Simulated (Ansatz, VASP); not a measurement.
# ZnCu in VASP and in Ansatz

```
Zn Cu
1.0
     2.96457    0.00000    0.00000
     0.00000    2.96457    0.00000
     0.00000    0.00000    2.96457
Zn Cu
1 1
Direct
  0.50000 0.50000 0.50000
  0.00000 0.00000 0.00000
```

Alike in both runs: functional PBE; k mesh 18 × 18 × 18; occupations gaussian, width 0.1 eV; no spin polarisation.

Ansatz relaxed the structure, and its values are those at the end. VASP's run is a single point on that final structure, the one shown.

|  | VASP | Ansatz |
| --- | --- | --- |
| version | VASP 6.6.1 | Ansatz 0.2.0 |
| potentials or method | VASP PAW PBE potentials, release 64 (Zn, Cu) | scalar-relativistic, plane waves, PAW |
| plane-wave cutoff (eV) | 520 | 420 |
| valence electrons in the cell | 23 | 31 |

```csv
,VASP,Ansatz,Ansatz less VASP
gap on the k mesh at the Fermi level (eV),none,none,-
pressure (GPa),0.5,0.0,-0.49
```

A gap of «none» marks a metal or a gap that the smearing closes. The functional is the same, so the differences come from potentials, cutoffs and numerics. The two sets of potentials don't hold the same shells in valence.
